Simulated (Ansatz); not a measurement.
## Al in Ansatz: the effect of functional

Al:

```
Al
1.0
    -1.59122    1.59122    1.59122
     1.59122   -1.59122    1.59122
     1.59122    1.59122   -1.59122
Al
1
Cartesian
  0.0000 0.0000 0.0000
```

This isn't the form of Al at room conditions, which is fcc.

Alike in all runs:

* Program: Ansatz 0.2.0
* Task: band structure
* Potentials or basis: Ansatz PAW
* k mesh: 7 × 7 × 7
* Occupations: fermi-dirac, width 0.05 eV
* Spin: no spin polarisation

```tsv
functional	cutoff	pressure (GPa)
LDA	420 eV (not typed: the program's choice for these potentials)	0.0
PBEsol	420 eV (not typed: the program's choice for these potentials)	?
r2SCAN	500 eV (not typed: the program's choice for these potentials)	-0.4
```

Question: What does the run with functional PBEsol give?

Answer: Pressure 1.8 GPa.

Caveats: all runs use coarse meshes; the PAW data sets come from PBE, with cores solved anew for the run's functional, which leaves a small shift of forces and pressure.
